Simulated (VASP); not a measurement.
# Ba (Pm-3m) in VASP: reference runs

How does Ba come out in PBE? The cell is run as given and disturbed.

Everything below comes from runs of VASP 6.6.1. Logs are shortened: lines on timing, memory, paths and dates and some standing lists are left out, and cuts for length are marked.

## (1) The crystal as given

The structure is cubic, space group Pm-3m (No. 221). Conventional cell: a = 3.918 Å, b = 3.918 Å, c = 3.918 Å, α = 90.00°, β = 90.00°, γ = 90.00°. Ba (site symmetry m-3m) has 6 Ba at 3.92 Å as nearest neighbours.

This isn't the form of Ba at room conditions, which is bcc.

## (2) Single point, PBE

File INCAR:

```
SYSTEM = Ba
PREC = Accurate
ENCUT = 520
EDIFF = 1E-7
ISMEAR = -1
SIGMA = 0.05
LREAL = .False.
LASPH = .True.
NELM = 80
ALGO = Normal
ISIF = 2
LWAVE = .False.
LCHARG = .False.
GGA = PE
NBANDS = 11
```

File KPOINTS:

```
Automatic mesh
0
Gamma
  7 7 7
  0 0 0
```

File POSCAR:

```
Ba
1.0
    3.9177175405      0.0000000000      0.0000000000
    0.0000000000      3.9177175405      0.0000000000
    0.0000000000      0.0000000000      3.9177175405
Ba
1
Direct
    0.0000000000      0.0000000000      0.0000000000
```

Potentials or basis: VASP PAW PBE potentials, release 64 (Ba_sv).

Run with:

```
> cat potpaw_PBE.64/Ba_sv/POTCAR > POTCAR
> mpirun -np 1 vasp_std > vasp.out
```

OUTCAR:

```text
SYSTEM = Ba
   PREC = Accurate
   ENCUT = 520
   EDIFF = 1E-7
   ISMEAR = -1
   LREAL = .False.
   LASPH = .True.
   NELM = 80
   ISIF = 2
   GGA = PE

 ion  position               nearest neighbor table
   1  0.000  0.000  0.000-

  LATTYP: Found a simple cubic cell.
 ALAT       =     3.9177175405

  Lattice vectors:

 A1 = (   3.9177175405,   0.0000000000,   0.0000000000)
 A2 = (   0.0000000000,   3.9177175405,   0.0000000000)
 A3 = (   0.0000000000,   0.0000000000,   3.9177175405)

Analysis of symmetry for initial positions (statically):
=====================================================================
 Subroutine PRICEL returns:
 Original cell was already a primitive cell.

 Routine SETGRP: Setting up the symmetry group for a
 simple cubic supercell.

 Subroutine GETGRP returns: Found 48 space group operations
 (whereof 48 operations were pure point group operations)
 out of a pool of 48 trial point group operations.

The static configuration has the point symmetry O_h .

Analysis of symmetry for dynamics (positions and initial velocities):
=====================================================================
 Subroutine PRICEL returns:
 Original cell was already a primitive cell.

 Routine SETGRP: Setting up the symmetry group for a
 simple cubic supercell.

 Subroutine GETGRP returns: Found 48 space group operations
 (whereof 48 operations were pure point group operations)
 out of a pool of 48 trial point group operations.

The dynamic configuration has the point symmetry O_h .

 Subroutine INISYM returns: Found 48 space group operations
 (whereof 48 operations are pure point group operations),
 and found     1 'primitive' translations

----------------------------------------------------------------------------------------

                                     Primitive cell

  volume of cell :      60.1311

  direct lattice vectors                    reciprocal lattice vectors
     3.917717540  0.000000000  0.000000000     0.255250663  0.000000000  0.000000000
     0.000000000  3.917717540  0.000000000     0.000000000  0.255250663  0.000000000
     0.000000000  0.000000000  3.917717540     0.000000000  0.000000000  0.255250663

  length of vectors
     3.917717540  3.917717540  3.917717540     0.255250663  0.255250663  0.255250663

  position of ions in fractional coordinates (direct lattice)
     0.000000000  0.000000000  0.000000000

  ion indices of the primitive-cell ions
   primitive index   ion index
                 1           1

----------------------------------------------------------------------------------------

 KPOINTS: Automatic mesh

Automatic generation of k-mesh.
 Grid dimensions read from file:
 generate k-points for:    7    7    7

 Generating k-lattice:

  Cartesian coordinates                     Fractional coordinates (reciprocal lattice)
     0.036464380  0.000000000  0.000000000     0.142857143  0.000000000  0.000000000
     0.000000000  0.036464380  0.000000000     0.000000000  0.142857143  0.000000000
     0.000000000  0.000000000  0.036464380     0.000000000  0.000000000  0.142857143

  Length of vectors
     0.036464380  0.036464380  0.036464380

  Shift w.r.t. Gamma in fractional coordinates (k-lattice)
     0.000000000  0.000000000  0.000000000

 Subroutine IBZKPT returns following result:
 ===========================================

 Found     20 irreducible k-points:

 Following reciprocal coordinates:
            Coordinates               Weight
  0.000000  0.000000  0.000000      1.000000
  0.142857  0.000000  0.000000      6.000000
  0.285714  0.000000  0.000000      6.000000
  0.428571  0.000000  0.000000      6.000000
  0.142857  0.142857  0.000000     12.000000
  0.285714  0.142857  0.000000     24.000000
[... 12 lines left out ...]
  0.428571  0.428571  0.285714     24.000000
  0.428571  0.428571  0.428571      8.000000
   k-points           NKPTS =     20   k-points in BZ     NKDIM =     20   number of bands    NBANDS=     11
   number of dos      NEDOS =    301   number of ions     NIONS =      1
   total plane-waves  NPLWV =  27000
   dimension x,y,z NGX =    30 NGY =   30 NGZ =   30
   dimension x,y,z NGXF=    60 NGYF=   60 NGZF=   60
   ions per type =               1
   NGX,Y,Z   is equivalent  to a cutoff of  12.73, 12.73, 12.73 a.u.
   NGXF,Y,Z  is equivalent  to a cutoff of  25.46, 25.46, 25.46 a.u.
 SYSTEM =  Ba
   PREC   = accura    normal or accurate (medium, high low for compatibility)
   ISTART =      0    job   : 0-new  1-cont  2-samecut
   ICHARG =      2    charge: 1-file 2-atom 10-const
   ISPIN  =      1    spin polarized calculation?
   LNONCOLLINEAR =      F non collinear calculations
   LSORBIT =      F    spin-orbit coupling
   LASPH  =      T    aspherical Exc in radial PAW
   ENCUT  =  520.0 eV  38.22 Ry    6.18 a.u.   7.28  7.28  7.28*2*pi/ulx,y,z
   NELM   =     80;   NELMIN=  2; NELMDL= -5     # of ELM steps
   EDIFF  = 0.1E-06   stopping-criterion for ELM
   LREAL  =      F    real-space projection
   EDIFFG = 0.1E-05   stopping-criterion for IOM
   NSW    =      0    number of steps for IOM
   IBRION =     -1    ionic relax: 0-MD 1-quasi-New 2-CG
   NFREE  =      0    steps in history (QN), initial steepest desc. (CG)
   ISIF   =      2    stress and relaxation
   ISYM   =      2    0-nonsym 1-usesym 2-fastsym
   POTIM  = 0.5000    time-step for ionic-motion
   TEBEG  =    0.0;   TEEND  =   0.0 temperature during run
   PSTRESS=    0.0 pullay stress
   NELECT =      10.0000    total number of electrons
   NUPDOWN=      -1.0000    fix difference up-down
   EMIN   =  10.00;   EMAX   =-10.00  energy-range for DOS
   EFERMI =   0.00;   METHOD = LEGACY
   ISMEAR =    -1;   SIGMA  =   0.05  broadening in eV -4-tet -1-fermi 0-gaus
   EFERMI_NEDOS =   21; number of points for ismear=-14 and -15
   IALGO  =     38    algorithm
   IMIX   =      4    mixing-type and parameters
     AMIX     =   0.40;   BMIX     =  1.00
     AMIX_MAG =   1.60;   BMIX_MAG =  1.00
  volume/ion in A,a.u.               =      60.13       405.78
  Fermi-wavevector in a.u.,A,eV,Ry     =   0.900275  1.701272 11.027448  0.810495
  Thomas-Fermi vector in A             =   2.023212
   LORBIT       =      0    0 simple, 1 ext, 2 COOP (PROOUT), +10 PAW based schemes
   GGA     = PE    functional components
   LHFCALC =     F    Hartree Fock is set to
   AEXX    =    0.0000 exact exchange contribution
   IVDW    =     0    specifies the selected vdW correction
   LEPSILON=     F    determine dielectric tensor
   LRPA    =     F    only Hartree local field effects (RPA)
 non-spin polarized calculation
  energy-cutoff  :      520.00
  volume of cell :       60.13
 maximum number of plane-waves:      1647
 NGX is ok and might be reduce to    30
   NGX = 15   NGY = 15   NGZ = 15

 number of electron      10.0000001 magnetization

 Free energy of the ion-electron system (eV)
  ---------------------------------------------------
  ext. energy  EPLUGINS =         0.00000000
  ---------------------------------------------------
  free energy    TOTEN  =        -1.60436020 eV

  energy without entropy =       -1.60029864  energy(sigma->0) =       -1.60232942

 E-fermi :   1.6978     XC(G=0):  -7.5442

 val. band max:        1.6104195403   @ k =   0.4286   0.4286   0.4286
 cond. band min:       1.7584101506   @ k =   0.0000   0.0000   0.0000
 fundamental gap:      0.1479906102
 Fermi energy:         1.6978168294

 k-point     1 :       0.0000    0.0000    0.0000
  band No.  band energies     occupation
      1     -27.4106      2.00000
      2     -12.2231      2.00000
      3     -12.2231      2.00000
      4     -12.2231      2.00000
      5      -0.8520      2.00000
      6       1.7584      0.45874
      7       1.7584      0.45874
      8       6.7019      0.00000
      9       6.7019      0.00000
     10       6.7019      0.00000
     11       9.4677      0.00000

 k-point     2 :       0.1429    0.0000    0.0000
  band No.  band energies     occupation
      1     -27.3985      2.00000
      2     -12.3780      2.00000
      3     -12.2098      2.00000
      4     -12.2098      2.00000
      5      -0.5500      2.00000
      6       1.8539      0.08444
      7       2.0775      0.00101
      8       6.0096      0.00000
      9       6.0096      0.00000
     10       6.7497      0.00000
     11       8.3909      0.00000

 k-point     3 :       0.2857    0.0000    0.0000
  band No.  band energies     occupation
      1     -27.3712      2.00000
      2     -12.7039      2.00000
      3     -12.1796      2.00000
      4     -12.1796      2.00000
      5       0.1577      2.00000
      6       2.0909      0.00077
      7       2.6974      0.00000
      8       5.0335      0.00000
      9       5.0335      0.00000
     10       6.8617      0.00000
     11       7.4640      0.00000

 k-point     4 :       0.4286    0.0000    0.0000
  band No.  band energies     occupation
      1     -27.3490      2.00000
      2     -12.9467      2.00000
      3     -12.1551      2.00000
      4     -12.1551      2.00000
      5       0.9006      2.00000
      6       2.3105      0.00001
      7       2.6723      0.00000
      8       4.4677      0.00000
      9       4.4677      0.00000
     10       6.9565      0.00000
     11       8.2449      0.00000
[... 183 lines left out ...]
 k-point    18 :       0.4286    0.2857    0.2857
  band No.  band energies     occupation
      1     -27.2730      2.00000
      2     -12.8170      2.00000
      3     -12.5651      2.00000
      4     -12.5458      2.00000
      5       1.4891      1.96968
      6       2.4722      0.00000
      7       2.7722      0.00000
      8       4.6035      0.00000
      9       4.8831      0.00000
     10       6.6690      0.00000
     11       8.1942      0.00000

 k-point    19 :       0.4286    0.4286    0.2857
  band No.  band energies     occupation
      1     -27.2518      2.00000
      2     -12.7832      2.00000
      3     -12.7791      2.00000
      4     -12.5244      2.00000
      5       1.3065      1.99920
      6       2.3502      0.00000
      7       2.4384      0.00000
      8       4.7830      0.00000
      9       6.8070      0.00000
     10       7.1428      0.00000
     11       7.2469      0.00000

 k-point    20 :       0.4286    0.4286    0.4286
  band No.  band energies     occupation
      1     -27.2309      2.00000
      2     -12.7502      2.00000
      3     -12.7447      2.00000
      4     -12.7447      2.00000
      5       1.6104      1.70339
      6       1.8283      0.13702
      7       1.8283      0.13702
      8       6.1634      0.00000
      9       7.0440      0.00000
     10       7.0440      0.00000
     11       7.7442      0.00000

------------------------ aborting loop because EDIFF is reached ----------------------------------------

  FORCE on cell =-STRESS in cart. coord.  units (eV):
  Direction    XX          YY          ZZ          XY          YZ          ZX
  --------------------------------------------------------------------------------------
  -------------------------------------------------------------------------------------
  Total        0.1360606      0.1360606      0.1360606      0.0000000     -0.0000000      0.0000000
  in kB        3.6252961      3.6252961      3.6252961      0.0000000     -0.0000000      0.0000000
  external PRESSURE =       3.6252961 kB  Pullay stress =       0.0000000 kB

 VOLUME and BASIS-vectors are now :
 -----------------------------------------------------------------------------
  energy-cutoff  :      520.00
  volume of cell :       60.13
      direct lattice vectors                 reciprocal lattice vectors
     3.917717540  0.000000000  0.000000000     0.255250663  0.000000000  0.000000000
     0.000000000  3.917717540  0.000000000     0.000000000  0.255250663  0.000000000
     0.000000000  0.000000000  3.917717540     0.000000000  0.000000000  0.255250663

 POSITION                                       TOTAL-FORCE (eV/Angst)
 -----------------------------------------------------------------------------------
      0.00000      0.00000      0.00000         0.000000      0.000000      0.000000
 -----------------------------------------------------------------------------------
    total drift:                                0.000000      0.000000     -0.000000

  FREE ENERGIE OF THE ION-ELECTRON SYSTEM (eV)
  ---------------------------------------------------
  free  energy   TOTEN  =        -1.6043602045 eV

  energy  without entropy=       -1.6002986358  energy(sigma->0) =       -1.60232942
```

Wall time 7.5 s (1 thread of Intel Xeon 6975P-C (Granite Rapids), shared host); peak memory 0.16 GiB.

Results:

```
Free energy            : -1.6044 eV
Pressure               : 0.4 GPa
Band gap on the k mesh : 0.15 eV, indirect (least direct gap 0.22 eV)
```

Levels at points of the mesh, in eV from the valence-band top:
| k point | band 3 | band 4 | band 5 | band 6 | band 7 | band 8 |
| --- | --- | --- | --- | --- | --- | --- |
| (0.00, 0.00, 0.00) | -13.83 | -13.83 | -2.46 | 0.15 | 0.15 | 5.09 |

Caveat: spin-orbit coupling is left out, which moves the levels of the heavy elements; an odd mesh through Γ misses points on the zone boundary, where band edges often lie.

(Part 1 of 2 ends here.)
